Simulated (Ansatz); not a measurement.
This script makes an equation of state with a fit of ZrO₂, space group Fm-3m with Ansatz 0.2.0 through its Python package.

`eos_zro2.py`:
```python
"""Bulk modulus of ZrO2 from an E(V) curve."""

import ansatz
import numpy as np
from scipy.optimize import curve_fit

FILLING = "Fixed"
XC = "r2SCAN"
ECUT = 600
KGRID = (6, 6, 6)

vectors0 = np.array([
    [0.0, 2.535, 2.535],
    [2.535, 0.0, 2.535],
    [2.535, 2.535, 0.0],
])
sites = [
    ("Zr", (0.0, 0.0, 0.0)),
    ("O", (0.25, 0.25, 0.25)),
    ("O", (0.75, 0.75, 0.75)),
]


def build(cell):
    crystal = ansatz.Crystal(lattice=ansatz.Lattice.of(cell))
    for symbol, position in sites:
        crystal = crystal.atom(symbol, position)
    return crystal

def vinet(v, e0, v0, b0, b1):
    eta = (v / v0) ** (1 / 3)
    return e0 + 2 * b0 * v0 / (b1 - 1) ** 2 * (2 - (5 + 3 * b1 * (eta - 1) - 3 * eta) * np.exp(-1.5 * (b1 - 1) * (eta - 1)))

# scale the volume, keep shape and fractions
volumes, energies, pressures = [], [], []
for scale in np.linspace(0.9, 1.1, 9):
    cell = vectors0 * scale ** (1 / 3)
    setup = (
        build(cell).calculation()
        .occupations(FILLING)
        .functional(XC)
        .pseudopotentials("paw")
        .basis(ECUT)
        .kpoints(*KGRID)
        .stress()
    )
    data = setup.run().report
    volumes.append(abs(np.linalg.det(cell)) / len(sites))
    energies.append(data["free_energy_ev"] / len(sites))
    pressures.append(np.trace(data["stress_gpa"]) / 3)
    print(f"V = {volumes[-1]:8.4f} A^3/atom  F = {energies[-1]:.5f} eV/atom  P = {pressures[-1]:8.3f} GPa")

guess = (min(energies), volumes[int(np.argmin(energies))], 0.5, 4.5)
(e0, v0, b0, b1), _ = curve_fit(vinet, np.array(volumes), np.array(energies), p0=guess, maxfev=20000)
print(f"Vinet fit: V0 = {v0:.4f} A^3/atom, B0 = {160.21766 * b0:.1f} GPa, B1 = {b1:.2f}")
print("largest residual", round(1000 * float(np.abs(vinet(np.array(volumes), e0, v0, b0, b1) - energies).max()), 3), "meV/atom")
```

From its runs, with one value withheld:

| V (Å³/atom) | F less the lowest row shown (meV/atom) |
| --- | --- |
| 9.774 | 128.69 |
| 10.046 | 73.15 |
| 10.317 | 34.43 |
| 10.589 | 10.48 |
| 10.860 | ? |
| 11.132 | 0.00 |
| 11.403 | 10.52 |
| 11.675 | 29.92 |
| 11.946 | 57.09 |

What is the missing energy at 10.860 Å³ an atom?

A third-order Birch-Murnaghan fit, E = E0 + (9 V0 B0 / 16) [(t - 1)³ B' + (t - 1)² (6 - 4t)] with t = (V0/V)^(2/3), through the 8 rows shown gives V0 = 10.983 Å³, B0 = 257.1 GPa, B' = 4.15 and E0 = -1.59 meV. At V = 10.860 Å³, t = 1.00750, and the fit interpolates to -0.47 meV. The run gave -0.48 meV, a miss of 0.01 meV.

What to keep in mind:
- Spin is left out of this run.
- Of the deposited cell: the entry's cell lengths or inner coordinates differ somewhat from later room-temperature determinations.
- This is a high-temperature or high-pressure form, not the ambient phase.
- Pressure is positive in compression.
- The structure is a deposited one; some such entries were measured under pressure or heat, so a shift against it needn't be the functional's error alone.
- Finished in 28 s on 1 thread of Arm Neoverse V1 (shared host), peak memory 0.44 GiB.
